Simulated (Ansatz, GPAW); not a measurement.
Given: the input of a run of Ansatz 0.2.0 on Ru (Ruthenium). 

File input.yaml:

```yaml
crystal:
  lattice:
    - [2.7058, 0.0, 0.0]
    - [-1.3529, 2.3432915376, 0.0]
    - [0.0, 0.0, 4.2819]
  atoms:
    - { symbol: Ru, position: [0.6666666667, 0.3333333333, 0.75] }
    - { symbol: Ru, position: [0.3333333333, 0.6666666667, 0.25] }
kpoints:
  mp_grid: { grid: [11, 11, 6] }
scf:
  occupations: { method: gaussian, width: 0.018 }
hamiltonian:
  xc: pbe
  pseudopotentials: { kind: all_electron, lapw: { basis_error: 0.001 } }
output:
  forces: true
  stress: true
  eigenvalues: true
```

Potentials or basis: all-electron LAPW, scalar-relativistic.

Launch:

```console
$ ansatz run input.yaml --threads 1 --pin off --max-ram 3072MiB --backend cpu --events-out ev --progress --plain --runs-dir out
```

Problem. What does the same run look like in GPAW 26.7.0 (ASE script)? Potentials or basis there: GPAW PAW data sets (gpaw-data 1.2.1), cutoff 600 eV.

Solution. As run (cutoffs and basis follow the program's own potentials, and thresholds, step limits or extra output files can differ):

The input run.py:

```python
from ase.dft.bandgap import bandgap
from ase.io import read, write
from ase.units import Bohr, GPa
from gpaw import GPAW, PW
from gpaw.elf import elf_from_dft_calculation

atoms = read('POSCAR')

calc = GPAW(mode=PW(600),
            xc='PBE',
            kpts={'size': (11, 11, 6), 'gamma': True},
            occupations={'name': 'methfessel-paxton', 'order': 0, 'width': 0.018000000000000002},
            nbands=29,
            convergence={'density': 1e-05, 'energy': 1e-05},
            maxiter=150,
            txt='gpaw.txt')
atoms.calc = calc
energy = atoms.get_potential_energy()
forces = atoms.get_forces()
stress = atoms.get_stress()
calc.write('gs.gpw')
write('result.traj', atoms)
print(f'Energy: {energy:.6f} eV')
print('Forces (eV/A):')
print(forces.round(4))
print('Stress (GPa):', (stress / GPa).round(3))
print('Fermi level:', round(calc.get_fermi_level(), 4), 'eV')
print(f'Gap: {bandgap(calc)[0]:.4f} eV, direct: {bandgap(calc, direct=True)[0]:.4f} eV')

# fields on the real-space grid
write('density.cube', atoms, data=calc.get_pseudo_density() * Bohr**3)
write('potential.cube', atoms, data=calc.get_electrostatic_potential())
write('elf.cube', atoms, data=elf_from_dft_calculation(calc).data)
```

POSCAR

```
Ru
1.0
    2.7058000000      0.0000000000      0.0000000000
   -1.3529000000      2.3432915376      0.0000000000
    0.0000000000      0.0000000000      4.2819000000
Ru
2
Direct
    0.6666666667      0.3333333333      0.7500000000
    0.3333333333      0.6666666667      0.2500000000
```

Potentials or basis: GPAW PAW data sets (gpaw-data 1.2.1), pw.

Launch:

```bash
$ OMP_NUM_THREADS=1 python run.py
```

Both were run:

|  | Ansatz | GPAW |
| --- | --- | --- |
| Pressure | 4.4 GPa | 3.6 GPa |

Where Ansatz's input types no cutoff or centring, it takes its own default and a Γ-centred mesh.

Pressure is positive in compression.
